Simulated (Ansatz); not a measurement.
**Sn under changes of volume**

One of the cells (27.353 Å³/atom); the others are scaled copies at fixed shape and fractional positions:

```
Sn
1.0
    -2.02919    2.02919    1.66076
     2.02919   -2.02919    1.66076
     2.02919    2.02919   -1.66076
Sn
1
Cartesian
  0.0000 0.0000 0.0000
```

This isn't the form of Sn at room conditions, which is tetragonal (white tin).

* Program: Ansatz 0.2.0
* Functional: PBE
* Potentials or basis: all-electron LAPW, scalar-relativistic
* Cutoff: 180 eV (chosen from the basis error)
* Basis error allowed: 0.0005 eV/atom
* k mesh: 10 × 10 × 10
* Occupations: fermi-dirac, width 0.05 eV
* Spin: no spin polarisation

| volume (Å³/atom) | energy over the lowest point (meV/atom) | pressure (GPa) |
| --- | --- | --- |
| 25.712 | 26.98 | 4.5 |
| 26.259 | 14.18 | 3.1 |
| 26.806 | ? | ? |
| 27.353 | 1.21 | 0.9 |
| 27.901 | 0.00 | -0.1 |
| 28.448 | 1.81 | -0.9 |
| 28.995 | 6.32 | -1.7 |

Question: What does the run at 26.806 Å³/atom give?

Answer: Energy over the lowest point 5.78 meV/atom; pressure 1.9 GPa.

Worked out: A Birch-Murnaghan fit of order 3 (a polynomial in V^(-2/3)) to the other rows has its minimum at 27.83 Å³/atom with B0 = V·E''(V) = 45 GPa and B' = 5.3 at fixed shape and positions, which overstates the stiffness. It gives 5.77 meV/atom at 26.806 Å³/atom, against the run's 5.78, and -dE/dV = 1.9 GPa, against 1.9.

Energies are extrapolated to zero smearing.
